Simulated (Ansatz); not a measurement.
Space group Fm-3m (No. 225). a = 4.443 Å, b = 4.443 Å, c = 4.443 Å, α = 90.00°, β = 90.00°, γ = 90.00°
```json
{"atom": "Mn", "site": "4a", "symmetry": "m-3m", "x": "0.0000", "y": "0.0000", "z": "0.0000"}
{"atom": "O", "site": "4b", "symmetry": "m-3m", "x": "0.5000", "y": "0.0000", "z": "0.0000"}
```

Equation of state of this MnO structure (not necessarily the ground state), with shape and atoms relaxed at each volume where symmetry leaves them free. It has no gap at any of these volumes. These are results of Ansatz, DFT PBE, scalar-relativistic, plane waves, PAW, not measurements.

Plane waves to 420 eV, a k mesh through Γ of 16×16×16 on the computed 2-atom cell and Gaussian smearing (0.10 eV); collinear spin.

```json
{"V (Å³/atom)": "9.645", "E − E(largest V) (meV/atom)": "30.25", "P (GPa)": "16.59"}
{"V (Å³/atom)": "9.974", "E − E(largest V) (meV/atom)": "1.15", "P (GPa)": "11.83"}
{"V (Å³/atom)": "10.303", "E − E(largest V) (meV/atom)": "-18.98", "P (GPa)": "7.34"}
{"V (Å³/atom)": "10.632", "E − E(largest V) (meV/atom)": "-29.49", "P (GPa)": "3.24"}
{"V (Å³/atom)": "10.961", "E − E(largest V) (meV/atom)": "-32.71", "P (GPa)": "-0.02"}
{"V (Å³/atom)": "11.290", "E − E(largest V) (meV/atom)": "-29.57", "P (GPa)": "-3.13"}
{"V (Å³/atom)": "11.618", "E − E(largest V) (meV/atom)": "-20.30", "P (GPa)": "-5.89"}
{"V (Å³/atom)": "12.057", "E − E(largest V) (meV/atom)": "0.00", "P (GPa)": "-9.17"}
```

**Question.** Fit a third-order Birch–Murnaghan equation to E(V).

**Answer.** V0 = 10.95 Å³/atom, B0 = 109 GPa, B0' = 3.3.

The cell holds one magnetic atom, so it can only be ferromagnetic; an antiferromagnetic order may lie lower.